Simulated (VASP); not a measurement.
A calculation with VASP 6.6.1 of Tl (ASE script, structure from a P1 CIF):

The input run.py:

```python
from ase.calculators.vasp import Vasp
from ase.dft.bandgap import bandgap
from ase.io import read

atoms = read('Tl.cif')
calc = Vasp(
    directory='calc',
    xc='pbesol',
    pp='PBE',
    setups='gw',
    prec='Accurate',
    encut=550,
    ediff=1e-06,
    ismear=0,
    sigma=0.02,
    lreal=False,
    lasph=True,
    nelm=100,
    algo='Normal',
    isif=2,
    lwave=False,
    lcharg=False,
    kpts=[9, 9, 5],
    gamma=True,
    nbands=22,
)
atoms.calc = calc

print('energy (eV):', atoms.get_potential_energy())
print('free energy (eV):', atoms.get_potential_energy(force_consistent=True))
print('forces (eV/A):')
print(atoms.get_forces())
print('stress (eV/A^3, Voigt):', atoms.get_stress())
print('Fermi level (eV):', calc.get_fermi_level())
gap, top, bottom = bandgap(calc)
print('band gap (eV):', gap, 'from (spin, k, band)', top, 'to', bottom)
```

Tl.cif

```cif
data_Tl
_cell_length_a 3.45600000
_cell_length_b 3.45600000
_cell_length_c 5.52500000
_cell_angle_alpha 90.00000000
_cell_angle_beta 90.00000000
_cell_angle_gamma 120.00000000
_space_group_name_H-M_alt 'P1'
_space_group_name_Hall 'P 1'
_space_group_IT_number 1
loop_
_space_group_symop_operation_xyz
'x,y,z'
loop_
_atom_site_label
_atom_site_type_symbol
_atom_site_symmetry_multiplicity
_atom_site_Wyckoff_symbol
_atom_site_fract_x
_atom_site_fract_y
_atom_site_fract_z
_atom_site_occupancy
Tl1 Tl 1 a 0.6666666667 0.3333333333 0.7500000000 1
Tl2 Tl 1 a 0.3333333333 0.6666666667 0.2500000000 1
```

Potentials or basis: VASP PAW PBE potentials, release 64 (Tl_d_GW).

Command:

```console
$ python run.py
```

**Question.** Write the same calculation in another form: native input, structure from a POSCAR.

**Answer.** As run:

Contents of INCAR:

```
PREC     = Accurate       # precision mode
ENCUT    = 550            # plane-wave cutoff, eV
EDIFF    = 1E-6           # SCF threshold, eV
ISMEAR   = 0              # smearing method
SIGMA    = 0.02           # smearing width, eV
LREAL    = False          # projectors in reciprocal space
LASPH    = True           # aspherical terms in the spheres
NELM     = 80             # most SCF steps
ALGO     = Normal         # electronic algorithm
ISIF     = 2              # what is computed and relaxed
LWAVE    = False          # write WAVECAR
LCHARG   = False          # write CHGCAR
GGA      = PS             # functional
NBANDS   = 22             # bands
```

Contents of KPOINTS:

```
regular mesh
0
Gamma
  9 9 5
```

POSCAR

```
Tl
1.0
    3.4560000000      0.0000000000      0.0000000000
   -1.7280000000      2.9929837955      0.0000000000
    0.0000000000      0.0000000000      5.5250000000
Tl
2
Direct
    0.6666666667      0.3333333333      0.7500000000
    0.3333333333      0.6666666667      0.2500000000
```

Potentials or basis: VASP PAW PBE potentials, release 64 (Tl_d_GW).

Launch:

```sh
$ cat potpaw_PBE.64/Tl_d_GW/POTCAR > POTCAR
$ mpirun -np 1 vasp_std > vasp.out
```

Both were run:

|  | ASE script, structure from a P1 CIF | native input, structure from a POSCAR |
| --- | --- | --- |
| Pressure | 0.1 GPa | 0.1 GPa |
| Band gap on the k mesh | none (metal or under the smearing width) | none (metal or under the smearing width) |

Keys that steer only the numerical path or the files written may differ.

Caveat: the PAW data sets were made with another functional, which shifts forces and pressure a little.
